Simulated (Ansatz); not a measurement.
LiCl

**What was measured.** A printed reference work, data compilation reports, for a bulk crystal of LiCl at 298.15 K: lattice constant a 5.13988 Å.

Computed with Ansatz (plane waves, PAW, 420 eV cutoff): PBE, scalar-relativistic, no spin polarisation, Γ-centred 12×12×12 mesh, 0.05 eV Gaussian smearing. The datasets are Ansatz's generated set soft_2.

```cif
data_structure
_symmetry_space_group_name_H-M 'Fm-3m'
_symmetry_Int_Tables_number 225
_cell_length_a 5.1504
_cell_length_b 5.1504
_cell_length_c 5.1504
_cell_angle_alpha 90.000
_cell_angle_beta 90.000
_cell_angle_gamma 90.000
_cell_volume 136.62
loop_
_atom_site_label
_atom_site_type_symbol
_atom_site_symmetry_multiplicity
_atom_site_Wyckoff_symbol
_atom_site_fract_x
_atom_site_fract_y
_atom_site_fract_z
_atom_site_occupancy
Li1 Li 4 a 0.00000 0.00000 0.00000 1
Cl1 Cl 4 b 0.50000 0.00000 0.00000 1
```

The chain of runs began from a cell as deposited in COD, expanded in volume. Of that entry: the entry's cell lengths or inner coordinates differ somewhat from later room-temperature determinations.

The cell above was scaled in volume, its shape and atoms being fixed by the lattice's symmetry. Energies are counted from the cell above.

The cell is relaxed to zero pressure at this level.

```tsv
V (Å³/atom)	ΔE (meV/atom)	P (GPa)	gap on the mesh (eV)
16.39	2.9	1.42	6.49
16.74	0.7	0.67	6.37
17.08	0.0	0.00	6.26
17.42	0.7	-0.60	6.15
17.76	2.5	-1.15	6.04
```

What do the points give for the equilibrium volume, the bulk modulus and its pressure derivative (third-order Birch–Murnaghan)?

V0 = 17.08 Å³/atom, B0 = 32 GPa, B0′ = 4.3.

B0·V0 = 31.8 GPa × 17.08 Å³ = 3.39 eV/atom sets the scale: near the minimum ΔE ≈ ½ B0 V0 x², with x = V/V0 − 1, and a pressure of 0.3 GPa squeezes the volume by about 1 %. At the ends of the curve: x = −4.0 % predicts 2.7 meV/atom and the run gives 2.9; x = +4.0 % predicts 2.7 meV/atom and the run gives 2.5. Compression costs more and expansion less than the parabola says, since the crystal stiffens as it shrinks; B0′ measures that.

**Against experiment.** Measured lattice constant a of LiCl: 5.13988 Å (298.15 K; a printed reference work, data compilation). This calculation gives 5.150 Å (+0.2 %). The calculation is for a static lattice, without zero-point motion or thermal expansion.

Kohn–Sham gaps of semilocal functionals lie under measured ones, often by a third or more.
